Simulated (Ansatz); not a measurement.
NiSb (Breithauptite):

```xyz
4
Lattice="3.9280 0.0000 0.0000 -1.9640 3.4017 0.0000 0.0000 0.0000 5.1200" Properties=species:S:1:pos:R:3 pbc="T T T"
Sb    1.9640    1.1339    3.8400
Sb    0.0000    2.2678    1.2800
Ni    0.0000    0.0000    2.5600
Ni    0.0000    0.0000    0.0000
```

| Property | Result |
| --- | --- |
| Program | Ansatz 0.2.0 |
| Task | single point |
| Functional | PBEsol |
| Potentials or basis | all-electron LAPW, scalar-relativistic |
| Cutoff | 291 eV (chosen from the basis error) |
| Basis error allowed | 0.001 eV/atom |
| k mesh | 8 × 8 × 5 |
| Occupations | fermi-dirac, width 0.05 eV |
| Spin | collinear spin, ferromagnetic start |
| Starting moments | [0.0, 0.0, 1.0, 1.0] μB |

On this cell: pressure -2.0 GPa; largest force under 0.003 eV/Å; net moment 0.00 μB per cell; band gap on the k mesh none (metal or under the smearing width).

The same run follows on a disturbed copy (atoms moved at random, drawn with an rms of 0.05 Å):

```
Sb Ni
1.0
     3.92800    0.00000    0.00000
    -1.96400    3.40175    0.00000
     0.00000    0.00000    5.12000
Sb Ni
2 2
Direct
  0.66532 0.33526 0.75369
  0.33953 0.66691 0.24493
  0.00167 0.01462 0.50260
  0.99724 0.99659 0.99519
```

Question: What changes?

Answer: The energy (extrapolated to zero smearing) moves by +4.6 meV/atom; pressure -1.9 GPa; largest force 0.333 eV/Å; net moment 0.00 μB per cell; band gap on the k mesh none (metal or under the smearing width).

Forces in eV/Å, atoms in the order of the input:
```
Sb  -0.009  0.057 -0.216
Sb  -0.226  0.100  0.188
Ni   0.133 -0.181 -0.245
Ni   0.102  0.024  0.273
```

Stress tensor (GPa, compression positive):
```
-1.66  0.41 -0.12
 0.41 -1.50  0.00
-0.12  0.00 -2.40
```

Caveats: the starting moments weren't kept.
